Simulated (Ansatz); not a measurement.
KBr: all-electron results

```xyz
2
Lattice="0.0000 3.7147 3.7147 3.7147 0.0000 3.7147 3.7147 3.7147 0.0000" Properties=species:S:1:pos:R:3 pbc="T T T"
K     0.0000    0.0000    0.0000
Br    1.8573    1.8573    1.8573
```

Atoms are numbered in the order listed.

Conventional cell: a = 7.429 Å, b = 7.429 Å, c = 7.429 Å, α = 90.00°, β = 90.00°, γ = 90.00°. Around K (atom 1) lie 4 Br at 3.22 Å. Br (atom 2) has 4 K at 3.22 Å as nearest neighbours.

The structure comes from a relaxation in the same program, started in the zincblende type, and has space group F-43m. Whether it is a known phase or the ground state wasn't checked.

Methods: DFT, PBE, all-electron LAPW, scalar-relativistic (Ansatz 0.2.0); DFT, PBE, PAW with Ansatz's default frozen-core files, scalar-relativistic (Ansatz 0.2.0).

For LAPW: a Γ-centred 11×11×11 k mesh, Fermi–Dirac smearing of 0.08 eV, basis error target 0.25 meV/atom, no spin polarisation. PAW takes a cutoff of 420 eV at this cell. The Ansatz runs share mesh, smearing and spin set-up. Values come from LAPW unless marked.

```json
{"Volume per atom": "51.26 Å³", "Pressure at this cell": "0.5 kbar"}
```

**Question.** Predict this quantity. Band gap.

**Answer.** 4.24 eV.

**Question.** Predict this quantity. Bader charges (from the PAW run).

**Answer.** K1 +0.84, Br2 -0.84 e.

**Question.** Löwdin charges (with 0.05 e of the cell spilling out of the atomic basis, so their sizes and signs hang on that basis): what does the calculation give?

**Answer.** K1 0.77, Br2 -0.72 e.
